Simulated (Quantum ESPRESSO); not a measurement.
# CoO (R3m) in Quantum ESPRESSO: settings compared

Aim: see how the results for CoO move with the level of theory and the settings. Levels: PBEsol, LDA. Tasks: band structure.

All numbers are computed with Quantum ESPRESSO 7.5; they aren't measurements. Logs are shortened: lines on timing, memory, paths and dates and some standing lists are left out, and cuts for length are marked.

## (1) Starting point

Symmetry: R3m, No. 160, trigonal system. The conventional cell has a = 3.204 Å, b = 3.204 Å, c = 7.699 Å, α = 90.00°, β = 90.00°, γ = 120.00°. Co (site symmetry 3m) is surrounded by 4 O at 1.91 to 1.96 Å. O (site symmetry 3m) is surrounded by 4 Co at 1.91 to 1.96 Å.

Measurements of this composition are mostly on another form, of space group No. 225.

## (2) Band structure, PBEsol, collinear spin, ferromagnetic start

Input file pw.in:

```
&CONTROL
  calculation = 'scf'
  prefix = 'pwscf'
  outdir = './tmp'
  pseudo_dir = './pseudo'
  tprnfor = .true.
  tstress = .true.
  disk_io = 'low'
/
&SYSTEM
  ibrav = 0
  celldm(1) = 8
  nat = 2
  ntyp = 2
  ecutwfc = 56
  ecutrho = 448
  nbnd = 21
  occupations = 'smearing'
  smearing = 'fd'
  degauss = 0.00367493
  nspin = 2
  starting_magnetization(1) = 0.1176
  starting_magnetization(2) = 0
/
&ELECTRONS
  conv_thr = 4d-10
  electron_maxstep = 120
  mixing_beta = 0.3
/
ATOMIC_SPECIES
Co    58.9332 co_pbesol_v1.2.uspp.F.UPF
O     15.9990 o_pbesol_v1.2.uspp.F.UPF
CELL_PARAMETERS alat
  0.3784695865318   0.2185095176627   0.6062408861864
 -0.3784695865318   0.2185095176627   0.6062408861864
  0.0000000000000  -0.4370190353254   0.6062408861864
ATOMIC_POSITIONS crystal
Co     0.9989783200    0.9989783200    0.9989783200
O      0.7510210300    0.7510210300    0.7510210300
K_POINTS automatic
10 10 10 0 0 0
```

Input file bands.in:

```
&CONTROL
  calculation = 'bands'
  prefix = 'pwscf'
  outdir = './tmp'
  pseudo_dir = './pseudo'
  disk_io = 'low'
  verbosity = 'high'
/
&SYSTEM
  ibrav = 0
  celldm(1) = 8
  nat = 2
  ntyp = 2
  ecutwfc = 56
  ecutrho = 448
  nbnd = 21
  occupations = 'smearing'
  smearing = 'fd'
  degauss = 0.00367493
  nspin = 2
  starting_magnetization(1) = 0.1176
  starting_magnetization(2) = 0
/
&ELECTRONS
  conv_thr = 1d-08
  electron_maxstep = 120
  mixing_beta = 0.3
  diago_full_acc = .true.
  startingwfc = 'random'
/
ATOMIC_SPECIES
Co    58.9332 co_pbesol_v1.2.uspp.F.UPF
O     15.9990 o_pbesol_v1.2.uspp.F.UPF
CELL_PARAMETERS alat
  0.3784695865318   0.2185095176627   0.6062408861864
 -0.3784695865318   0.2185095176627   0.6062408861864
  0.0000000000000  -0.4370190353254   0.6062408861864
ATOMIC_POSITIONS crystal
Co     0.9989783200    0.9989783200    0.9989783200
O      0.7510210300    0.7510210300    0.7510210300
K_POINTS crystal
60
 0.0000000000  0.0000000000  0.0000000000 1
 0.0714285714  0.0000000000  0.0000000000 1
 0.1428571429  0.0000000000  0.0000000000 1
 0.2142857143  0.0000000000  0.0000000000 1
 0.2857142857  0.0000000000  0.0000000000 1
 0.3571428571  0.0000000000  0.0000000000 1
 0.4285714286  0.0000000000  0.0000000000 1
 0.5000000000  0.0000000000  0.0000000000 1
 0.5000000000  0.0422124778 -0.0422124778 1
 0.5000000000  0.0844249555 -0.0844249555 1
 0.5000000000  0.1266374333 -0.1266374333 1
 0.5000000000  0.1688499110 -0.1688499110 1
 0.5000000000  0.2110623888 -0.2110623888 1
 0.5000000000  0.2532748666 -0.2532748666 1
 0.7467251334  0.5000000000  0.2532748666 1
 0.7056042779  0.5000000000  0.2943957221 1
 0.6644834223  0.5000000000  0.3355165777 1
 0.6233625667  0.5000000000  0.3766374333 1
 0.5822417111  0.5000000000  0.4177582889 1
 0.5411208556  0.5000000000  0.4588791444 1
 0.5000000000  0.5000000000  0.5000000000 1
 0.4375000000  0.4375000000  0.4375000000 1
 0.3750000000  0.3750000000  0.3750000000 1
 0.3125000000  0.3125000000  0.3125000000 1
 0.2500000000  0.2500000000  0.2500000000 1
 0.1875000000  0.1875000000  0.1875000000 1
 0.1250000000  0.1250000000  0.1250000000 1
 0.0625000000  0.0625000000  0.0625000000 1
 0.0000000000  0.0000000000  0.0000000000 1
 0.0376637433  0.0000000000 -0.0376637433 1
 0.0753274867  0.0000000000 -0.0753274867 1
 0.1129912300  0.0000000000 -0.1129912300 1
 0.1506549733  0.0000000000 -0.1506549733 1
 0.1883187166  0.0000000000 -0.1883187166 1
 0.2259824600  0.0000000000 -0.2259824600 1
 0.2636462033  0.0000000000 -0.2636462033 1
 0.3013099466  0.0000000000 -0.3013099466 1
 0.3389736900  0.0000000000 -0.3389736900 1
 0.3766374333  0.0000000000 -0.3766374333 1
 0.6233625667  0.3766374333  0.0000000000 1
 0.5822417111  0.4177582889  0.0000000000 1
 0.5411208556  0.4588791444  0.0000000000 1
 0.5000000000  0.5000000000  0.0000000000 1
 0.5411208556  0.5411208556  0.0844249555 1
 0.5822417111  0.5822417111  0.1688499110 1
 0.6233625667  0.6233625667  0.2532748666 1
 0.6028021389  0.6028021389  0.2943957221 1
 0.5822417111  0.5822417111  0.3355165777 1
 0.5616812834  0.5616812834  0.3766374333 1
 0.5411208556  0.5411208556  0.4177582889 1
 0.5205604278  0.5205604278  0.4588791444 1
 0.5000000000  0.5000000000  0.5000000000 1
 0.5000000000  0.0000000000  0.0000000000 1
 0.5352464476  0.0538053476  0.0538053476 1
 0.5704928953  0.1076106952  0.1076106952 1
 0.6057393429  0.1614160428  0.1614160428 1
 0.6409857905  0.2152213904  0.2152213904 1
 0.6762322382  0.2690267381  0.2690267381 1
 0.7114786858  0.3228320857  0.3228320857 1
 0.7467251334  0.3766374333  0.3766374333 1
```

Potentials or basis: GBRV 1.5 PBEsol.

The run is started by

```bash
> OMP_NUM_THREADS=1 mpirun -n 2 pw.x -nk 2 -in pw.in > pw.out
> OMP_NUM_THREADS=1 mpirun -n 2 pw.x -nk 2 -in bands.in > bands.out
```

pw.out:

```text
This program is part of the open-source Quantum ESPRESSO suite
     for quantum simulation of materials; please cite
         "P. Giannozzi et al., J. Phys.:Condens. Matter 21 395502 (2009);
         "P. Giannozzi et al., J. Phys.:Condens. Matter 29 465901 (2017);
         "P. Giannozzi et al., J. Chem. Phys. 152 154105 (2020);
     in publications or presentations arising from this work. More details at

     Message from routine setup:
     using ibrav=0 with symmetry is DISCOURAGED, use correct ibrav instead

     K-points division:     npool     =       2
     Subspace diagonalization in iterative solution of the eigenvalue problem:
     a serial algorithm will be used

     G-vector sticks info
     --------------------
     sticks:   dense  smooth     PW     G-vecs:    dense   smooth      PW
     Sum        1119     559    187                24669     8735    1669

     Using Slab Decomposition

     bravais-lattice index     =            0
     lattice parameter (alat)  =       8.0000  a.u.
     unit-cell volume          =     154.0167 (a.u.)^3
     number of atoms/cell      =            2
     number of atomic types    =            2
     number of electrons       =        23.00
     number of Kohn-Sham states=           21
     kinetic-energy cutoff     =      56.0000  Ry
     charge density cutoff     =     448.0000  Ry
     scf convergence threshold =      4.0E-10
     mixing beta               =       0.3000
     number of iterations used =            8  plain     mixing
     Exchange-correlation= SLA  PW   PSX  PSC
                           (   1   4  10   8   0   0   0)

     celldm(1)=   8.000000  celldm(2)=   0.000000  celldm(3)=   0.000000
     celldm(4)=   0.000000  celldm(5)=   0.000000  celldm(6)=   0.000000

     crystal axes: (cart. coord. in units of alat)
               a(1) = (   0.378470   0.218510   0.606241 )
               a(2) = (  -0.378470   0.218510   0.606241 )
               a(3) = (   0.000000  -0.437019   0.606241 )

     reciprocal axes: (cart. coord. in units 2 pi/alat)
               b(1) = (  1.321110  0.762743  0.549836 )
               b(2) = ( -1.321110  0.762743  0.549836 )
               b(3) = (  0.000000 -1.525487  0.549836 )

     PseudoPot. # 1 for Co read from file:
     co_pbesol_v1.2.uspp.F.UPF
     Pseudo is Ultrasoft + core correction, Zval = 17.0
     Generated by new atomic code, or converted to UPF format
     Using radial grid of  863 points,  6 beta functions with:
                l(1) =   0
                l(2) =   0
                l(3) =   1
                l(4) =   1
                l(5) =   2
                l(6) =   2
     Q(r) pseudized with  8 coefficients,  rinner =    1.200   1.200   1.200
                                                       1.200   1.200

     PseudoPot. # 2 for O  read from file:
     o_pbesol_v1.2.uspp.F.UPF
     Pseudo is Ultrasoft + core correction, Zval =  6.0
     Generated by new atomic code, or converted to UPF format
     Using radial grid of  737 points,  5 beta functions with:
                l(1) =   0
                l(2) =   0
                l(3) =   1
                l(4) =   1
                l(5) =   2
     Q(r) pseudized with  8 coefficients,  rinner =    0.900   0.900   0.900
                                                       0.900   0.900

     atomic species   valence    mass     pseudopotential
     Co               17.00    58.93320     Co( 1.00)
     O                 6.00    15.99900     O ( 1.00)

     Starting magnetic structure
     atomic species   magnetization
     Co              0.118
     O               0.000

      6 Sym. Ops. (no inversion) found

   Cartesian axes

     site n.     atom                  positions (alat units)
         1        Co     tau(   1) = (  -0.0000000   0.0000000   1.8168645  )
         2        O      tau(   2) = (  -0.0000000   0.0000000   1.3658990  )

     number of k points=   116  Fermi-Dirac smearing, width (Ry)=  0.0037

     Number of k-points >= 100: set verbosity='high' to print them.

     Dense  grid:    24669 G-vectors     FFT dimensions: (  45,  45,  45)

     Smooth grid:     8735 G-vectors     FFT dimensions: (  30,  30,  30)

     Check: negative core charge=   -0.000023
     Generating pointlists ...
     new r_m :   0.1860 (alat units)  1.4882 (a.u.) for type    1
     new r_m :   0.1860 (alat units)  1.4882 (a.u.) for type    2

     Initial potential from superposition of free atoms

     starting charge      22.0000, renormalised to      23.0000
     Starting wfcs are   17 randomized atomic wfcs +    4 random wfcs

     Self-consistent Calculation

     iteration #  1     ecut=    56.00 Ry     beta= 0.30
     Davidson diagonalization with overlap
     ethr =  1.00E-02,  avg # of iterations =  5.5

     total energy              =    -327.72082998 Ry
     estimated scf accuracy    <       8.52045924 Ry

     total magnetization       =     2.13 Bohr mag/cell
     absolute magnetization    =     2.17 Bohr mag/cell

     iteration #  2     ecut=    56.00 Ry     beta= 0.30
     Davidson diagonalization with overlap
     ethr =  1.00E-02,  avg # of iterations =  2.0

     total energy              =    -329.26625711 Ry
     estimated scf accuracy    <       9.34919604 Ry

     total magnetization       =     0.32 Bohr mag/cell
     absolute magnetization    =     0.33 Bohr mag/cell

     iteration #  3     ecut=    56.00 Ry     beta= 0.30
     Davidson diagonalization with overlap
     ethr =  1.00E-02,  avg # of iterations =  1.7

     total energy              =    -330.43723209 Ry
     estimated scf accuracy    <       0.14202446 Ry

     total magnetization       =     2.44 Bohr mag/cell
     absolute magnetization    =     2.44 Bohr mag/cell
[... 115 lines left out ...]
     total energy              =    -330.44975432 Ry
     estimated scf accuracy    <          1.2E-09 Ry

     total magnetization       =     2.91 Bohr mag/cell
     absolute magnetization    =     2.93 Bohr mag/cell

     iteration # 16     ecut=    56.00 Ry     beta= 0.30
     Davidson diagonalization with overlap
     ethr =  5.14E-12,  avg # of iterations =  2.0

     total energy              =    -330.44975432 Ry
     estimated scf accuracy    <          1.9E-09 Ry

     total magnetization       =     2.91 Bohr mag/cell
     absolute magnetization    =     2.93 Bohr mag/cell

     iteration # 17     ecut=    56.00 Ry     beta= 0.30
     Davidson diagonalization with overlap
     ethr =  5.14E-12,  avg # of iterations =  2.0

     Magnetic moment per site  (integrated on atomic sphere of radius R)
     atom   1 (R=0.186)  charge= 14.1001  magn=  2.3375
     atom   2 (R=0.186)  charge=  5.2457  magn=  0.3470

     End of self-consistent calculation

     Number of k-points >= 100: set verbosity='high' to print the bands.

     the Fermi energy is    10.8864 ev

!    total energy              =    -330.44975433 Ry
     estimated scf accuracy    <          2.3E-11 Ry
     smearing contrib. (-TS)   =      -0.00146280 Ry
     internal energy E=F+TS    =    -330.44829153 Ry

     The total energy is F=E-TS. E is the sum of the following terms:
     one-electron contribution =    -214.83360662 Ry
     hartree contribution      =     118.19721724 Ry
     xc contribution           =     -39.50317340 Ry
     ewald contribution        =    -194.30872876 Ry

     total magnetization       =     2.91 Bohr mag/cell
     absolute magnetization    =     2.93 Bohr mag/cell

     convergence has been achieved in  17 iterations

     Forces acting on atoms (cartesian axes, Ry/au):

     atom    1 type  1   force =    -0.00000000   -0.00000000    0.00916375
     atom    2 type  2   force =     0.00000000    0.00000000   -0.00916375

     Total force =     0.012960     Total SCF correction =     0.000044

     Computing stress (Cartesian axis) and pressure

          total   stress  (Ry/bohr**3)                   (kbar)     P=      -69.23
  -0.00058989   0.00000000   0.00000000          -86.78        0.00        0.00
   0.00000000  -0.00058989   0.00000000            0.00      -86.78        0.00
   0.00000000   0.00000000  -0.00023200            0.00        0.00      -34.13

=------------------------------------------------------------------------------=
   JOB DONE.
=------------------------------------------------------------------------------=
```

It took 81 s on 2 MPI ranks of Arm Neoverse V2, shared host; peak memory 0.3 GiB.

Results:

- Free energy: -4495.9979 eV
- Pressure: -6.9 GPa
- Largest force: 0.236 eV/Å
- Band gap on the k mesh: none (metal or under the smearing width)
- Net moment: 2.91 μB per cell
- Absolute moment: 2.93 μB per cell
- Site moments: Co +2.34; O +0.35 μB
- Valence electrons inside the program's atomic spheres: Co 14.10; O 5.25

Forces in eV/Å, atoms in the order of the input:
```
Co   0.000  0.000  0.236
O    0.000  0.000 -0.236
```

Levels at the corners of the path, in eV from the Fermi level:
Spin up:
| point | band 10 | band 11 | band 12 | band 13 | band 14 | band 15 | band 16 | band 17 |
| --- | --- | --- | --- | --- | --- | --- | --- | --- |
| Γ | -2.70 | -0.06 | 0.12 | 0.12 | 0.27 | 13.70 | 13.70 | 14.29 |
| L | -2.59 | -2.59 | -0.71 | -0.65 | 5.46 | 6.73 | 13.25 | 13.60 |
| B1 | -2.95 | -2.27 | -2.22 | -1.15 | 6.69 | 9.69 | 9.96 | 11.11 |
| B | -2.95 | -2.27 | -2.22 | -1.15 | 6.69 | 9.69 | 9.96 | 11.11 |
| Z | -2.60 | -2.60 | -0.84 | -0.84 | 5.42 | 7.04 | 13.15 | 13.15 |
| Γ | -2.70 | -0.06 | 0.12 | 0.12 | 0.27 | 13.70 | 13.70 | 14.29 |
| X | -2.63 | -2.43 | -1.68 | -1.33 | 6.18 | 9.10 | 9.70 | 13.94 |
| Q | -2.63 | -2.43 | -1.68 | -1.33 | 6.18 | 9.10 | 9.70 | 13.94 |
| F | -2.40 | -2.00 | -1.96 | -1.84 | 4.98 | 9.69 | 10.76 | 13.87 |
| P1 | -2.67 | -2.43 | -1.66 | -1.42 | 6.28 | 9.03 | 9.76 | 13.61 |
| Z | -2.60 | -2.60 | -0.84 | -0.84 | 5.42 | 7.04 | 13.15 | 13.15 |
| L | -2.59 | -2.59 | -0.71 | -0.65 | 5.46 | 6.73 | 13.25 | 13.60 |
| P | -2.67 | -2.43 | -1.66 | -1.42 | 6.28 | 9.03 | 9.76 | 13.61 |
Spin down:
| point | band 6 | band 7 | band 8 | band 9 | band 10 | band 11 | band 12 | band 13 | band 14 | band 15 |
| --- | --- | --- | --- | --- | --- | --- | --- | --- | --- | --- |
| Γ | -5.13 | -5.06 | -5.06 | -0.38 | -0.38 | 0.42 | 2.49 | 2.49 | 2.60 | 14.22 |
| L | -6.65 | -4.86 | -4.85 | -0.18 | -0.17 | 0.09 | 1.62 | 1.67 | 5.95 | 7.49 |
| B1 | -5.94 | -5.44 | -4.66 | -1.10 | -0.40 | 0.06 | 0.75 | 1.31 | 7.67 | 10.40 |
| B | -5.94 | -5.44 | -4.66 | -1.10 | -0.40 | 0.06 | 0.75 | 1.31 | 7.67 | 10.40 |
| Z | -6.61 | -4.79 | -4.79 | -0.15 | -0.15 | -0.05 | 1.50 | 1.50 | 5.90 | 7.84 |
| Γ | -5.13 | -5.06 | -5.06 | -0.38 | -0.38 | 0.42 | 2.49 | 2.49 | 2.60 | 14.22 |
| X | -6.23 | -5.20 | -4.65 | -1.04 | -0.16 | 0.09 | 0.87 | 1.18 | 7.12 | 9.75 |
| Q | -6.23 | -5.20 | -4.65 | -1.04 | -0.16 | 0.09 | 0.87 | 1.18 | 7.12 | 9.75 |
| F | -6.68 | -4.59 | -4.55 | -1.03 | 0.02 | 0.13 | 0.74 | 0.83 | 5.99 | 10.43 |
| P1 | -6.18 | -5.23 | -4.62 | -1.07 | -0.17 | 0.03 | 0.92 | 1.10 | 7.21 | 9.70 |
| Z | -6.61 | -4.79 | -4.79 | -0.15 | -0.15 | -0.05 | 1.50 | 1.50 | 5.90 | 7.84 |
| L | -6.65 | -4.86 | -4.85 | -0.18 | -0.17 | 0.09 | 1.62 | 1.67 | 5.95 | 7.49 |
| P | -6.18 | -5.23 | -4.62 | -1.07 | -0.17 | 0.03 | 0.92 | 1.10 | 7.21 | 9.70 |

Caveat: a cell with one magnetic atom can't hold antiferromagnetic order, which such compounds often take; semilocal functionals often make such compounds metallic where correlation or magnetic order opens a gap, which also shifts bond lengths. With open d or f shells a metallic result of PBEsol can be an artefact of self-interaction; +U or a hybrid may open a gap.

## (3) Band structure, LDA, collinear spin, ferromagnetic start

pw.in, as its differences from that of step 2:

```diff
@@ -30,4 +30,4 @@
 ATOMIC_SPECIES
-Co    58.9332 co_pbesol_v1.2.uspp.F.UPF
-O     15.9990 o_pbesol_v1.2.uspp.F.UPF
+Co    58.9332 co_lda_v1.2.uspp.F.UPF
+O     15.9990 o_lda_v1.2.uspp.F.UPF
 CELL_PARAMETERS alat
```

bands.in, as its differences from that of step 2:

```diff
@@ -31,4 +31,4 @@
 ATOMIC_SPECIES
-Co    58.9332 co_pbesol_v1.2.uspp.F.UPF
-O     15.9990 o_pbesol_v1.2.uspp.F.UPF
+Co    58.9332 co_lda_v1.2.uspp.F.UPF
+O     15.9990 o_lda_v1.2.uspp.F.UPF
 CELL_PARAMETERS alat
```

Potentials or basis: GBRV 1.5 LDA.

The run is started by

```bash
> OMP_NUM_THREADS=1 mpirun -n 2 pw.x -nk 2 -in pw.in > pw.out
> OMP_NUM_THREADS=1 mpirun -n 2 pw.x -nk 2 -in bands.in > bands.out
```

Run time: 79 s. Hardware: 2 MPI ranks of Arm Neoverse V2, shared host; peak memory 0.3 GiB.

Results (log left out):

```
Free energy                                           : -4497.6155 eV
Pressure                                              : -14.2 GPa
Largest force                                         : 0.208 eV/Å
Band gap on the k mesh                                : none (metal or under the smearing width)
Net moment                                            : 2.81 μB per cell
Absolute moment                                       : 2.82 μB per cell
Site moments                                          : Co +2.25; O +0.33 μB
Valence electrons inside the program's atomic spheres : Co 14.10; O 5.23
```

Forces on the atoms (eV/Å):
```
Co   0.000  0.000  0.208
O    0.000  0.000 -0.208
```

Stress tensor (GPa, compression positive):
```
-15.79   0.00   0.00
  0.00 -15.79   0.00
  0.00   0.00 -11.02
```

Levels at the corners of the path, in eV from the Fermi level:
Spin up:
```
point  band 11  band 12  band 13  band 14  band 15  band 16
    Γ     0.06     0.25     0.25     0.40    13.69    13.69
    L    -2.47    -0.58    -0.53     5.52     6.78    13.28
   B1    -2.16    -2.02    -1.02     6.78     9.68     9.97
    B    -2.16    -2.02    -1.02     6.78     9.68     9.97
    Z    -2.48    -0.71    -0.71     5.47     7.10    13.19
    Γ     0.06     0.25     0.25     0.40    13.69    13.69
    X    -2.25    -1.56    -1.19     6.28     9.13     9.70
    Q    -2.25    -1.56    -1.19     6.28     9.13     9.70
    F    -1.87    -1.83    -1.68     5.11     9.68    10.78
   P1    -2.26    -1.53    -1.28     6.38     9.05     9.76
    Z    -2.48    -0.71    -0.71     5.47     7.10    13.19
    L    -2.47    -0.58    -0.53     5.52     6.78    13.28
    P    -2.26    -1.53    -1.28     6.38     9.05     9.76
```
Spin down:
```csv
point,band 8,band 9,band 10,band 11,band 12,band 13
Γ,-5.10,-0.36,-0.36,0.51,2.36,2.36
L,-4.87,-0.18,-0.17,-0.04,1.50,1.55
B1,-4.65,-1.20,-0.46,0.08,0.60,1.24
B,-4.65,-1.20,-0.46,0.08,0.60,1.24
Z,-4.81,-0.17,-0.15,-0.15,1.38,1.38
Γ,-5.10,-0.36,-0.36,0.51,2.36,2.36
X,-4.66,-1.15,-0.18,0.05,0.77,1.07
Q,-4.66,-1.15,-0.18,0.05,0.77,1.07
F,-4.56,-1.12,0.04,0.14,0.59,0.69
P1,-4.63,-1.17,-0.18,0.00,0.82,0.99
Z,-4.81,-0.17,-0.15,-0.15,1.38,1.38
L,-4.87,-0.18,-0.17,-0.04,1.50,1.55
P,-4.63,-1.17,-0.18,0.00,0.82,0.99
```

Caveat: a cell with one magnetic atom can't hold antiferromagnetic order, which such compounds often take; semilocal functionals often make such compounds metallic where correlation or magnetic order opens a gap, which also shifts bond lengths. With open d or f shells a metallic result of LDA can be an artefact of self-interaction; +U or a hybrid may open a gap.
